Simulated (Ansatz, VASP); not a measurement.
Rh: VASP beside Ansatz

The input POSCAR:

```
Rh
1.0
    0.0000000000      1.9008071574      1.9008071574
    1.9008071574      0.0000000000      1.9008071574
    1.9008071574      1.9008071574      0.0000000000
Rh
1
Direct
    0.0000000000      0.0000000000      0.0000000000
```

The input INCAR.step1:

```
  ALGO = Normal
  EDIFF = 1E-4
  ENCUT = 520
  GGA = PE
  ISMEAR = 0
  LASPH = T
  LCHARG = F
  LREAL = F
  LWAVE = T
  NBANDS = 14
  NELM = 60
  PREC = Accurate
  SIGMA = 0.6
```

File INCAR.step2:

```
  ALGO = Normal
  EDIFF = 1E-6
  ENCUT = 520
  ISIF = 2
  ISMEAR = 0
  ISTART = 1
  LASPH = T
  LCHARG = T
  LELF = T
  LMIXTAU = T
  LREAL = F
  LVHAR = T
  LWAVE = F
  METAGGA = R2SCAN
  NBANDS = 14
  NELM = 60
  PREC = Accurate
  SIGMA = 0.6
```

The input KPOINTS:

```
k-points
0
Gamma
  14 14 14
```

Input for Ansatz:

```yaml
crystal:
  lattice:
    - [0.0, 1.9008071574, 1.9008071574]
    - [1.9008071574, 0.0, 1.9008071574]
    - [1.9008071574, 1.9008071574, 0.0]
  atoms:
    - { symbol: Rh, position: [0.0, 0.0, 0.0] }
hamiltonian:
  xc: r2scan
  pseudopotentials:
    kind: paw
    azcp:
      Rh: "pseudopotentials/Rh.paw.azcp"
basis:
  ecutwfc: 500
  fft_grid_basis: typed
kpoints:
  mp_grid: { grid: [14, 14, 14], shift: [0, 0, 0] }
magnetization:
  spin_polarized: false
scf:
  occupations: { method: gaussian, width: 0.6 }
  lower_state_search: "off"
output:
  stress: true
  write_density: true
  write_potential: true
  elf: true
  volumetric_format: npy
```

Alike in both runs: task single point; functional r2SCAN; k mesh 14 × 14 × 14; occupations gaussian, width 0.6 eV; no spin polarisation.

```csv
,VASP,Ansatz
version,VASP 6.6.1,Ansatz 0.2.0
potentials or method,"VASP PAW PBE potentials, release 64 (Rh_pv)","plane waves (500 eV) with PAW, scalar-relativistic"
plane-wave cutoff (eV),520,500
valence electrons in the cell,15,17
```

|  | VASP | Ansatz | Ansatz less VASP |
| --- | --- | --- | --- |
| pressure (GPa) | 3.2 | 2.0 | -1.21 |

The two sets of potentials don't hold the same shells in valence.

Caveats: the PAW data sets were made with another functional, which shifts forces and pressure a little (VASP).
